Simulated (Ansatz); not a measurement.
# Nb (Fm-3m) in Ansatz: notebook

One crystal, Nb, is run at these levels: r2SCAN, PBE; tasks: single point, equation of state, phonons.

All numbers are computed with Ansatz 0.2.0; they aren't measurements. Logs are shortened: lines on timing, memory, paths and dates and some standing lists are left out, and cuts for length are marked.

**1. Starting point**

Symmetry: Fm-3m, No. 225, cubic system. Conventional cell: a = 4.230 Å, b = 4.230 Å, c = 4.230 Å, α = 90.00°, β = 90.00°, γ = 90.00°. Nb (site symmetry m-3m) is surrounded by 12 Nb at 2.99 Å.

This isn't the form of Nb at room conditions, which is bcc.

**2. Single point, r2SCAN, 17.79 Å³/atom (volume scaled by 0.94)**

The input, input.yaml:

```yaml
crystal:
  lattice:
    - [0.0, 2.0718246199, 2.0718246199]
    - [2.0718246199, 0.0, 2.0718246199]
    - [2.0718246199, 2.0718246199, 0.0]
  atoms:
    - { symbol: Nb, position: [0.0, 0.0, 0.0] }
hamiltonian:
  xc: r2scan
  pseudopotentials: { kind: paw }
kpoints:
  mp_grid: { grid: [11, 11, 11] }
scf:
  occupations: { method: fermi_dirac, width: 0.05 }
output:
  forces: true
  stress: true
  eigenvalues: true
```

Potentials or basis: Ansatz PAW.

Command:

```console
$ ansatz run input.yaml --threads 2 --pin off --max-ram 5632MiB --backend cpu --events-out ev --progress --plain --runs-dir out
```

What it wrote:

```text
Warning: RAYON_NUM_THREADS=2 ignored (pool sized by the plan → 2); use --threads N
Engine: ansatz 0.2.0, aarch64-unknown-linux-gnu
Pseudopotentials: kind: paw
Pseudopotential: Nb, paw, valence charge 13, recommended cutoff 500 eV (meta_gga), Nb.paw.azcp
Functional definition: r2SCAN
  parameter k0 = 0.174
  parameter k1 = 0.065
  parameter a1 = 4.9479
  exchange = r2scan_x(k0 = k0, k1 = k1, a1 = a1)
  correlation = r2scan_c
Crystal: 1 atoms, lattice volume = 17.786 Å³
Basis set: ecut = 500 eV, 459 PW (Γ), exchange–correlation on 96×96×96 points (64 copies of the dense FFT grid, shifted against one another)
Bands: 11, of which v1, the nominal top of the filled ones, is band 7 counted from 1 (6 counted from 0)
Symmetry: 48 space group operations
Space group: Fm-3m (ITA 225), of the structure as read, at distance tolerance 2.6e-5 Å
k-points: 56 of 1331
Non-local potential: Nb, projectors of the file, l = 0: 3, l = 1: 2, l = 2: 2, l = 3: 1
PAW form: soft (Blöchl's): semilocal exchange-correlation on the pseudo side does not see the compensation charge
PAW frozen core: Nb, regenerated for the run's functional (the file was generated under x = pbe(κ = 0.804, μ = 0.2195149727645171), c = pbe(β = 0.06672455060314922))
PAW one-centre angular grid: Nb, 590 points (default); XC on 160 Gauss nodes
Initial density: superposition of atomic densities (neutral atoms: chi_scale 0, normalization atom), corrected by the library's trained network
Initial wavefunctions: pseudopotential atomic-orbital guess
Functional: x = r2scan, c = r2scan; τ floored in thin density (d = 2e-4 eV/Å³)
SCF iter   1: F=—  HF=-4563.279149 eV  |F-HF|=—  |Δ(HF+E_count)|=         —  Δρ=8.64e-3  dr2=8.50e-3  dr2_τ=1.19e-2  ethr=1.77e-3  ⟨swp⟩=5.3  Hψ=3752  notcnv=0
preconditioner: auto → none  [metal: Δε(μ)=0.055 eV  Ē_g=7.945 eV  σ=0.050 eV  W_gap=0.25  n_scr=0 (ndim 8)  ℏωp=19.7 eV  f_vac=0.000  D(μ)=1.17/eV (n_scr^D=14)]
SCF iter   2: F=—  HF=-4563.280249 eV  |F-HF|=—  |Δ(HF+E_count)|=   1.10e-3  Δρ=3.41e-3  dr2=5.42e-4  dr2_τ=3.85e-4  ethr=6.54e-5  ⟨swp⟩=2.9  Hψ=1588  notcnv=0  defer=5
SCF iter   3: F=—  HF=-4563.280677 eV  |F-HF|=—  |Δ(HF+E_count)|=   4.28e-4  Δρ=1.28e-3  dr2=7.24e-5  dr2_τ=1.72e-5  ethr=4.17e-6  ⟨swp⟩=2.0  Hψ=764  notcnv=0  defer=5
SCF iter   4: F=—  HF=-4563.280767 eV  |F-HF|=—  |Δ(HF+E_count)|=   8.92e-5  Δρ=6.37e-5  dr2=3.15e-7  dr2_τ=4.18e-8  ethr=5.57e-7  ⟨swp⟩=2.9  Hψ=928  notcnv=0  defer=5
iter 5 did not close the SCF: its close was put off for the readings that it lacked (scf_convergence_deferred on its scf_iter line)
SCF iter   5: F=-4563.280767 eV  HF=-4563.280767 eV  |F-HF|=3.48e-9  |Δ(HF+E_count)|=   3.05e-7  Δρ=1.21e-5  dr2=1.35e-8  dr2_τ=1.03e-8  ethr=2.42e-9  ⟨swp⟩=2.0  Hψ=977  notcnv=0  defer=5
SCF iter   6: F=-4563.280767 eV  HF=-4563.280767 eV  |F-HF|=1.29e-10  |Δ(HF+E_count)|=  1.59e-10  Δρ=1.93e-6  dr2=3.18e-10  dr2_τ=4.99e-11  ethr=1.03e-10  ⟨swp⟩=2.0  Hψ=2023  notcnv=0
SCF 1 converged in 6 iterations: F = -4563.280767 eV  dr2 = 3.18e-10
SCF converged after 6 iterations
Free energy (F): -4563.280767 eV
Harris-Foulkes:  -4563.280767 eV  (|F-HF|=1.29e-10)
Internal energy: -4563.270896 eV  (E = F + TS)
E sigma→0 (E₀):  -4563.275831 eV
Entropy (-TS):   -0.009871 eV (-9.871 meV/atom)
Fermi energy:    18.440535 eV
--- Per-component energies (eV) ---
  E_band       = -74.569639
  E_kinetic    = 395.229491
  E_local      = -683.690190  (includes V_loc(G=0)·N_el)
  E_nonlocal   = 119.477577
  E_hartree    = 212.542372
  E_xc         = -170.015461
  E_vxc        = -237.237674  (∫ρ·V_xc dr)
  E_paw        = -3090.291404  (= ΣΔE_a)
  E_vpaw       = -108.351355  (= ΣTr[D̂ρ^β])
  E_aug_tail   = 0.000005  (compensation charges beyond the density's cutoff)
  E_vtau       = 14.917357  (kinetic-family band-sum trace: ∫τ·v_τ [+ j·A + Jᵃ·Aᵃ] dr)
  E_ewald      = -1346.330855
  E_core_change = -0.192431  (= ΣΔE_core)
  E_smearing   = -0.009871  (= −TS)
  E_closure    = 0.000000  (closes the sum)
  Σ components = -4563.280767   (vs F -4563.280767, Δ=0.00e0)
--- Forces (eV/Å), atoms counted from 1 ---
  atom   1  Nb    -0.00000000     0.00000000     0.00000000
  max |Σ_I F_I| component: 5.55e-32 eV/Å
--- Stress (GPa, compression-positive) ---
        8.406259      -0.000000       0.000000
       -0.000000       8.406259      -0.000000
        0.000000      -0.000000       8.406259
  P = ⅓ Tr σ = 8.4063 GPa (84.063 kbar)
--- Band table (eV; the first three rows and the last of 56) ---
  k-point 0: bands = ["-38.1339", "-12.6561", "-12.6561", "-12.6561", "11.7220", "18.5193", "18.5193", "18.5193", "21.5411", "21.5411", "30.5996"]
  k-point 1: bands = ["-38.1134", "-12.7839", "-12.6715", "-12.6715", "12.0604", "18.2481", "18.6709", "18.6709", "21.4025", "21.4025", "31.2814"]
  k-point 2: bands = ["-38.0578", "-13.1182", "-12.7125", "-12.7125", "12.9404", "17.7366", "18.9462", "18.9462", "21.2701", "21.2701", "32.2456"]
  k-point 55: bands = ["-37.7846", "-13.6782", "-13.5977", "-13.1748", "15.4480", "16.6820", "17.5704", "20.6884", "23.9743", "28.8981", "29.4975"]
```

Run time: 1.1 s. Hardware: 2 threads of Arm Neoverse V2, shared host; peak memory 0.32 GiB.

Results:

| Property | Result |
| --- | --- |
| Free energy | -4563.2808 eV |
| Pressure | 8.4 GPa |
| Band gap on the k mesh | none (metal or under the smearing width) |

Caveat: the PAW data sets come from PBE, with cores solved anew for the run's functional, which leaves a small shift of forces and pressure.

**3. Single point, r2SCAN, 18.16 Å³/atom (volume scaled by 0.96)**

Edit input.yaml of step 2 so:

```diff
@@ -2,5 +2,5 @@
   lattice:
-    - [0.0, 2.0718246199, 2.0718246199]
-    - [2.0718246199, 0.0, 2.0718246199]
-    - [2.0718246199, 2.0718246199, 0.0]
+    - [0.0, 2.0864154149, 2.0864154149]
+    - [2.0864154149, 0.0, 2.0864154149]
+    - [2.0864154149, 2.0864154149, 0.0]
   atoms:
```

Potentials or basis: Ansatz PAW.

Command:

```console
$ ansatz run input.yaml --threads 2 --pin off --max-ram 5632MiB --backend cpu --events-out ev --progress --plain --runs-dir out
```

It took 1 s on 2 threads of Arm Neoverse V2, shared host; peak memory 0.32 GiB.

It converged, with:

- Free energy: -4563.2958 eV
- Pressure: 4.4 GPa
- Band gap on the k mesh: none (metal or under the smearing width)

Caveat: the PAW data sets come from PBE, with cores solved anew for the run's functional, which leaves a small shift of forces and pressure.

**4. Single point, r2SCAN, 18.54 Å³/atom (volume scaled by 0.98)**

Edit input.yaml of step 3 so:

```diff
@@ -2,5 +2,5 @@
   lattice:
-    - [0.0, 2.0864154149, 2.0864154149]
-    - [2.0864154149, 0.0, 2.0864154149]
-    - [2.0864154149, 2.0864154149, 0.0]
+    - [0.0, 2.1008049414, 2.1008049414]
+    - [2.1008049414, 0.0, 2.1008049414]
+    - [2.1008049414, 2.1008049414, 0.0]
   atoms:
```

Command:

```console
$ ansatz run input.yaml --threads 2 --pin off --max-ram 5632MiB --backend cpu --events-out ev --progress --plain --runs-dir out
```

Run time: 1.1 s. Hardware: 2 threads of Arm Neoverse V2, shared host; peak memory 0.32 GiB.

It converged, with:

| Quantity | Value |
| --- | --- |
| Free energy | -4563.3018 eV |
| Pressure | 0.8 GPa |
| Band gap on the k mesh | none (metal or under the smearing width) |

Caveat: the PAW data sets come from PBE, with cores solved anew for the run's functional, which leaves a small shift of forces and pressure.

**5. Single point, r2SCAN, 18.92 Å³/atom**

The input, input.yaml:

```yaml
crystal:
  lattice:
    - [0.0, 2.115, 2.115]
    - [2.115, 0.0, 2.115]
    - [2.115, 2.115, 0.0]
  atoms:
    - { symbol: Nb, position: [0.0, 0.0, 0.0] }
hamiltonian:
  xc: r2scan
  pseudopotentials: { kind: paw }
kpoints:
  mp_grid: { grid: [11, 11, 11] }
scf:
  occupations: { method: fermi_dirac, width: 0.05 }
output:
  forces: true
  stress: true
  eigenvalues: true
  write_density: true
  write_potential: true
  elf: true
  volumetric_format: npy
```

Command:

```console
$ ansatz run input.yaml --threads 2 --pin off --max-ram 5632MiB --backend cpu --events-out ev --progress --plain --runs-dir out
```

It took 1.3 s on 2 threads of Arm Neoverse V2, shared host; peak memory 0.32 GiB.

Results (log left out):

```
Free energy            : -4563.2998 eV
Pressure               : -2.4 GPa
Band gap on the k mesh : none (metal or under the smearing width)
```

Caveat: the PAW data sets come from PBE, with cores solved anew for the run's functional, which leaves a small shift of forces and pressure.

**6. Single point, r2SCAN, 19.30 Å³/atom (volume scaled by 1.02)**

The input, input.yaml:

```yaml
crystal:
  lattice:
    - [0.0, 2.1290070307, 2.1290070307]
    - [2.1290070307, 0.0, 2.1290070307]
    - [2.1290070307, 2.1290070307, 0.0]
  atoms:
    - { symbol: Nb, position: [0.0, 0.0, 0.0] }
hamiltonian:
  xc: r2scan
  pseudopotentials: { kind: paw }
kpoints:
  mp_grid: { grid: [11, 11, 11] }
scf:
  occupations: { method: fermi_dirac, width: 0.05 }
output:
  forces: true
  stress: true
  eigenvalues: true
```

Potentials or basis: Ansatz PAW.

Command:

```console
$ ansatz run input.yaml --threads 2 --pin off --max-ram 5632MiB --backend cpu --events-out ev --progress --plain --runs-dir out
```

It took 1.1 s on 2 threads of Arm Neoverse V2, shared host; peak memory 0.32 GiB.

It converged, with:

```yaml
Free_energy: -4563.2905 eV
Pressure: -5.4 GPa
Band_gap_on_the_k_mesh: none (metal or under the smearing width)
```

Caveat: the PAW data sets come from PBE, with cores solved anew for the run's functional, which leaves a small shift of forces and pressure.

**7. Single point, r2SCAN, 19.68 Å³/atom (volume scaled by 1.04)**

The input, input.yaml:

```yaml
crystal:
  lattice:
    - [0.0, 2.1428321391, 2.1428321391]
    - [2.1428321391, 0.0, 2.1428321391]
    - [2.1428321391, 2.1428321391, 0.0]
  atoms:
    - { symbol: Nb, position: [0.0, 0.0, 0.0] }
hamiltonian:
  xc: r2scan
  pseudopotentials: { kind: paw }
kpoints:
  mp_grid: { grid: [11, 11, 11] }
scf:
  occupations: { method: fermi_dirac, width: 0.05 }
output:
  forces: true
  stress: true
  eigenvalues: true
  write_density: true
  write_potential: true
  elf: true
  volumetric_format: npy
```

Command:

```console
$ ansatz run input.yaml --threads 2 --pin off --max-ram 5632MiB --backend cpu --events-out ev --progress --plain --runs-dir out
```

Run time: 1.3 s. Hardware: 2 threads of Arm Neoverse V2, shared host; peak memory 0.33 GiB.

Results (log left out):

| Quantity | Value |
| --- | --- |
| Free energy | -4563.2746 eV |
| Pressure | -8.0 GPa |
| Band gap on the k mesh | none (metal or under the smearing width) |

Caveat: the PAW data sets come from PBE, with cores solved anew for the run's functional, which leaves a small shift of forces and pressure.

**8. Single point, r2SCAN, 20.06 Å³/atom (volume scaled by 1.06)**

The input, input.yaml:

```yaml
crystal:
  lattice:
    - [0.0, 2.1564811194, 2.1564811194]
    - [2.1564811194, 0.0, 2.1564811194]
    - [2.1564811194, 2.1564811194, 0.0]
  atoms:
    - { symbol: Nb, position: [0.0, 0.0, 0.0] }
hamiltonian:
  xc: r2scan
  pseudopotentials: { kind: paw }
kpoints:
  mp_grid: { grid: [11, 11, 11] }
scf:
  occupations: { method: fermi_dirac, width: 0.05 }
output:
  forces: true
  stress: true
  eigenvalues: true
```

Command:

```console
$ ansatz run input.yaml --threads 2 --pin off --max-ram 5632MiB --backend cpu --events-out ev --progress --plain --runs-dir out
```

Wall time 1.1 s (2 threads of Arm Neoverse V2, shared host); peak memory 0.32 GiB.

Results (log left out):

```yaml
Free_energy: -4563.2527 eV
Pressure: -10.5 GPa
Band_gap_on_the_k_mesh: none (metal or under the smearing width)
```

Caveat: the PAW data sets come from PBE, with cores solved anew for the run's functional, which leaves a small shift of forces and pressure.

**9. Equation of state, r2SCAN**

Potentials or basis: Ansatz PAW.

This step only gathers the single runs of the series.

What came out:

```
Equilibrium volume                      : 18.63 Å³/atom
Bulk modulus                            : 164 GPa
Pressure derivative of the bulk modulus : 4.0
```

Energy against volume, from the lowest point:
```tsv
volume (Å³/atom)	energy (meV/atom)
17.786	21.04
18.165	6.02
18.543	0.00
18.922	2.04
19.300	11.33
19.679	27.21
20.057	49.14
```

Caveat: the PAW data sets were made with another functional, which shifts forces and pressure a little.

**10. Phonons, PBE**

The input, input.yaml:

```yaml
crystal:
  lattice:
    - [0.0, 2.115, 2.115]
    - [2.115, 0.0, 2.115]
    - [2.115, 2.115, 0.0]
  atoms:
    - { symbol: Nb, position: [0.0, 0.0, 0.0] }
hamiltonian:
  xc: pbe
  pseudopotentials: { kind: paw }
kpoints:
  mp_grid: { grid: [10, 10, 10] }
scf:
  occupations: { method: fermi_dirac, width: 0.05 }
phonons:
  method: dfpt
  qmesh: [2, 2, 2]
  temperatures: { t_max: 1000, t_step: 100 }
  qpath:
    path:
      - [[0.0, 0.0, 0.0], [0.5, 0.0, 0.5], [0.5, 0.25, 0.75], [0.375, 0.375, 0.75], [0.0, 0.0, 0.0], [0.5, 0.5, 0.5], [0.625, 0.25, 0.625], [0.5, 0.25, 0.75], [0.5, 0.5, 0.5], [0.375, 0.375, 0.75]]
      - [[0.625, 0.25, 0.625], [0.5, 0.0, 0.5]]
    npoints: 8
```

Potentials or basis: Ansatz PAW.

Command:

```console
$ ansatz run input.yaml --threads 2 --pin off --max-ram 5632MiB --backend cpu --events-out ev --progress --plain --runs-dir out
```

What it wrote:

```text
Warning: RAYON_NUM_THREADS=2 ignored (pool sized by the plan → 2); use --threads N
[... 2 set-up lines as earlier in the session ...]
Pseudopotential: Nb, paw, valence charge 13, recommended cutoff 420 eV (normal), Nb.paw.azcp
Functional definition: PBE
  parameter kappa = 0.804
  parameter beta = 0.06672455060314922
  exchange = pbe_x(kappa = kappa, mu = beta*pi^2/3)
  correlation = pbe_c(beta = beta)
Crystal: 1 atoms, lattice volume = 18.922 Å³
Basis set: ecut = 420 eV, 339 PW (Γ), exchange–correlation on 40×40×40 points (8 copies of the dense FFT grid, shifted against one another)
Bands: 11, of which v1, the nominal top of the filled ones, is band 7 counted from 1 (6 counted from 0)
[... 1 set-up line as earlier in the session ...]
[... 49 lines left out ...]
  k-point 2: bands = ["-37.5788", "-13.4776", "-13.1128", "-13.1128", "12.2476", "16.5118", "17.6324", "17.6324", "19.6292", "19.6292", "30.0724"]
  k-point 46: bands = ["-37.3931", "-13.9180", "-13.7115", "-13.4899", "14.3343", "15.2760", "16.9106", "19.3021", "22.2982", "26.2547", "27.7085"]
--- Phonons (Γ-DFPT): 1 representative perturbation + reference (Σ response iterations 3) ---
  ASR residual: 2.737e-5 → 0.000e0 eV/Å²; symmetrization residual: 2.331e-12 eV/Å²
  ASR residual per site (eV/Å²): 2.74e-5
  Γ frequencies (cm⁻¹): 0.00 0.00 0.00
--- Phonons (arbitrary-q DFPT): 3 irreducible q on the 2×2×2 mesh ---
  q = [0.0000, 0.0000, 0.0000] (star 1, of the zone-centre solve; hermiticity 3.68e-9, symmetrization 8.51e-8): -0.00 -0.00 0.00
  q = [0.0000, 0.0000, -0.5000] (star 4, 1 solved perturbation on 282 of 1000 k-point pairs; hermiticity 4.28e-8, symmetrization 2.14e-8): 25.52 25.52 249.45
  q = [0.0000, -0.5000, -0.5000] (star 3, 2 solved perturbations in 273 linear systems a pass and spin channel, the states on 171 of 1000 k-point pairs; hermiticity 4.73e-8, symmetrization 4.69e-8): 133.03 133.03 171.98
  sum rule: each row above includes the acoustic sum rule's correction from the zone centre's row sums; it moved no ω² by more than (0.28 cm⁻¹)²
  mesh force constants: q→R imaginary residual 0.00e0; ASR residual 2.737e-5 → 0.000e0 eV/Å²; symmetrization residual 2.665e-15 eV/Å²
  interpolated dispersion: 82 rows × 3 modes
  density of states and harmonic sums: on the 26×26×26 q-mesh, interpolated from the force constants of a 2×2×2 supercell (no non-analytic term)
  largest difference from the sums on the solved wave vectors: F 4.50e-2 eV, S 6.34e-5 and C_V 1.56e-5 eV/K
  zero-point energy: 0.022618 eV/cell   skipped modes (ω ≤ 0): 106, of them read as no rigid motion or as one in doubt: 103 (1.939e-1 modes/cell left out, lowest -54.09 cm⁻¹)   left out of the sums: 6.47e-2 of the cell's modes: C_V's classical limit lies that fraction below 3 k_B per atom; for a crystal, a wire or a layer, F and S can be off by more, and a phonons.interpolated_qmesh denser along its periods is the remedy for the sampling
```

phbands.tsv:

```text
# q_distance	omega_0_inv_cm	omega_1_inv_cm	omega_2_inv_cm	omega_0_thz	omega_1_thz	omega_2_thz
# format = ansatz-phbands/1
# lo_to_splitting: not included (the non-analytic LO-TO correction is not applied to the interpolated dynamical matrix; polar crystals: no LO-TO splitting at GAMMA, and LO and other optical branches, acoustic branches and sound speeds, and with them the density of states and the thermodynamics, can be off between the wave vectors that the force constants were sampled on, most near GAMMA; a larger extent of the force constants narrows that region and is not shown to mend the acoustic slopes)
# jumps = 73
# n_points = 82
0.000000	0.000000	0.000000	0.000000	0.000000	0.000000	0.000000
0.185673	30.238176	30.238176	36.967345	0.906518	0.906518	1.108253
0.371347	58.427583	58.427583	71.790548	1.751615	1.751615	2.152226
0.557020	82.859711	82.859711	102.631649	2.484072	2.484072	3.076819
0.742693	102.433442	102.433442	128.193933	3.070877	3.070877	3.843157
0.928367	116.781215	116.781215	147.825834	3.501013	3.501013	4.431707
[... 65 lines left out ...]
8.896125	92.387812	156.903795	187.971585	2.769717	4.703857	5.635246
9.009826	100.916499	166.186834	175.239736	3.025401	4.982156	5.253555

9.009826	100.916499	166.186834	175.239736	3.025401	4.982156	5.253555
9.075472	108.292414	167.720407	168.071049	3.246525	5.028131	5.038643
9.141117	114.750129	160.741739	168.967111	3.440122	4.818916	5.065507
9.206763	120.269364	153.579176	169.959056	3.605585	4.604188	5.095244
9.272408	124.826435	146.946320	170.725778	3.742202	4.405340	5.118230
9.338053	128.398278	141.227386	171.293166	3.849284	4.233891	5.135240
9.403699	130.964968	136.799789	171.682488	3.926231	4.101154	5.146911
9.469344	132.511310	133.991142	171.909568	3.972589	4.016953	5.153719
9.534990	133.027830	133.027830	171.984163	3.988074	3.988074	5.155955
```

phdos.tsv:

```text
# omega_inv_cm	omega_thz	g_bin_mean(omega)[modes/inv_cm]
# format = ansatz-phdos/2
# interpolated_qmesh = 26 26 26
# force_constants_supercell = 2 2 2
# lo_to_splitting: not included (the non-analytic LO-TO correction is not applied to the interpolated dynamical matrix; polar crystals: no LO-TO splitting at GAMMA, and LO and other optical branches, acoustic branches and sound speeds, and with them the density of states and the thermodynamics, can be off between the wave vectors that the force constants were sampled on, most near GAMMA; a larger extent of the force constants narrows that region and is not shown to mend the acoustic slopes)
# g_bin_mean(omega): the modes in a bin one row spacing wide, centred on omega, divided by that spacing. A flat band (one whose frequency is the same at every q-point) is counted whole in the row whose bin holds it (on the edge of two bins, in the lower row). The modes of the run's own cell are the sum of g_bin_mean times the row spacing in inv_cm (a plain sum, not the trapezoid rule); for a one-atom cell on a GAMMA-only q-mesh every row is zero, so that sum is 0, not 3
-54.091064	-1.621609	1.192375e-4
-53.483980	-1.603409	6.565822e-4
-52.876897	-1.585209	1.087579e-3
-52.269813	-1.567010	1.533106e-3
-51.662729	-1.548810	2.000926e-3
-51.055645	-1.530610	2.478661e-3
[... 493 lines left out ...]
248.843743	7.460148	3.593972e-4
249.450827	7.478348	1.382297e-5
```

It took 6.6 s on 2 threads of Arm Neoverse V2, shared host; peak memory 0.42 GiB.

What came out:

- Free energy: -4551.9759 eV
- Band gap on the k mesh: none (metal or under the smearing width)
- Highest phonon frequency: 249 cm⁻¹

Phonon frequencies in cm⁻¹ (negative: imaginary):
```
                q point  frequencies
  (0.000, 0.000, 0.000)        0 0 0
 (0.000, 0.000, -0.500)    26 26 249
(0.000, -0.500, -0.500)  133 133 172
```

Caveat: the q mesh is small, so phonon branches between its points and thermal values are rough; some levels weren't fully converged.
